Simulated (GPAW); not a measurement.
AlCo: relaxation of cell and atoms with PBEsol+D4

Crystal: AlCo.

```
Co Al
1.0
     2.81940    0.00000    0.00000
     0.00000    2.81940    0.00000
     0.00000    0.00000    2.81940
Co Al
1 1
Cartesian
  1.4097 1.4097 1.4097
  0.0000 0.0000 0.0000
```

The cell is a database's computed one.

```json
{
 "Program": "GPAW 26.7.0",
 "Task": "relaxation of cell and atoms",
 "Functional": "PBEsol",
 "Dispersion": "D4",
 "Potentials or basis": "PAW data sets generated in the run's folder for this functional",
 "Cutoff": "600 eV",
 "Basis": "pw",
 "k mesh": "9 × 9 × 9",
 "Occupations": "fermi-dirac, width 0.05 eV",
 "Spin": "collinear spin, ferromagnetic start",
 "Starting moments": "[2.0, 0.0] μB",
 "Maxiter": "150",
 "Optimizer": "BFGS",
 "Fmax": "0.02 eV/Å",
 "Max steps": "60",
 "Convergence": "density=1e-05 forces=0.0001"
}
```

The relaxed volume is 11.10 Å³/atom, the relaxed cell is a = 2.811 Å, b = 2.811 Å, c = 2.811 Å, α = 90.00°, β = 90.00°, γ = 90.00° and the space group after relaxing (to 0.05 Å) is Pm-3m (No. 221). The energy gained by relaxing is 0.2 meV/atom and the ionic steps are 3. The pressure after relaxing is 0.0 GPa and the band gap on the k mesh is none (metal or under the smearing width). The net moment is 0.00 μB per cell and the dispersion energy per atom is -0.263 eV.

The path:
```csv
step,energy change (eV),largest force (eV/Å),pressure (GPa),volume (Å³)
1,0.0000,0.0000,-1.90,22.41
2,-0.0004,0.0000,-1.33,22.35
3,-0.0004,0.0000,0.01,22.20
```

Final structure:
```xyz
2
Lattice="2.8105 0.0000 0.0000 0.0000 2.8105 0.0000 0.0000 0.0000 2.8105" Properties=species:S:1:pos:R:3 pbc="T T T"
Co    1.4053    1.4053    1.4053
Al    0.0000    0.0000    0.0000
```

Levels at points of the mesh, in eV from the Fermi level:
Spin up:
| k point | band 2 | band 3 | band 4 | band 5 | band 6 | band 7 | band 8 | band 9 | band 10 | band 11 |
| --- | --- | --- | --- | --- | --- | --- | --- | --- | --- | --- |
| (0.00, 0.00, 0.00) | -3.18 | -3.18 | -0.84 | -0.84 | -0.84 | 6.16 | 6.16 | 6.16 | 8.94 | 8.94 |
Spin down:
| k point | band 4 | band 5 | band 6 | band 7 | band 8 | band 9 |
| --- | --- | --- | --- | --- | --- | --- |
| (0.00, 0.00, 0.00) | -0.84 | -0.84 | -0.84 | 6.16 | 6.16 | 6.16 |

Run time: 49 s on 1 thread of Arm Neoverse V1, on a shared host, peak memory 0.19 GiB.

Caveat: each step starts from the last one's moments, so a moment once lost doesn't come back; the starting moments collapsed, and a magnetic state may lie lower; later steps reuse the first step's grids; pairwise dispersion overbinds metals, which lowers pressure and volume.
